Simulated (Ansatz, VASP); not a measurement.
# One calculation of Cs, two programs

INCAR

```
SYSTEM = Cs
PREC = Accurate
ENCUT = 520
EDIFF = 1E-6
ISMEAR = 1
SIGMA = 0.03
LREAL = .FALSE.
LASPH = .TRUE.
NELM = 100
ALGO = Normal
ISIF = 2
LWAVE = .FALSE.
LCHARG = .FALSE.
NBANDS = 10
```

File KPOINTS:

```
regular mesh
0
G
  8 8 8
  0 0 0
```

Contents of POSCAR:

```
Cs
1.0
   -2.8840810378      2.8840810378      2.8840810378
    2.8840810378     -2.8840810378      2.8840810378
    2.8840810378      2.8840810378     -2.8840810378
Cs
1
Direct
    0.0000000000      0.0000000000      0.0000000000
```

Input for Ansatz:

```yaml
crystal:
  lattice:
    - [-2.8840810378, 2.8840810378, 2.8840810378]
    - [2.8840810378, -2.8840810378, 2.8840810378]
    - [2.8840810378, 2.8840810378, -2.8840810378]
  atoms:
    - { symbol: Cs, position: [0.0, 0.0, 0.0] }
hamiltonian:
  xc: lda
  pseudopotentials:
    kind: paw
    azcp:
      Cs: "pseudopotentials/Cs.paw.azcp"
basis:
  ecutwfc: 420
  fft_grid_basis: typed
kpoints:
  mp_grid: { grid: [8, 8, 8], shift: [0, 0, 0] }
magnetization:
  spin_polarized: false
scf:
  occupations: { method: cold, width: 0.03 }
  lower_state_search: "off"
output:
  stress: true
```

Alike in both runs: task single point; functional LDA; k mesh 8 × 8 × 8; no spin polarisation.

|  | VASP | Ansatz |
| --- | --- | --- |
| version | VASP 6.6.1 | Ansatz 0.2.0 |
| potentials or method | VASP PAW LDA potentials, release 64 (Cs_sv) | plane waves (420 eV) with PAW, scalar-relativistic |
| plane-wave cutoff (eV) | 520 | 420 |
| occupations | methfessel-paxton of order 1, width 0.03 eV | cold, width 0.03 eV |
| valence electrons in the cell | 9 | 9 |

```tsv
	VASP	Ansatz	Ansatz less VASP
pressure (GPa)	0.0	0.0	+0.02
```

Ansatz warned: «pseudo_functional_mismatch».

The runs have no spin-orbit coupling, so splittings on Cs are missing.
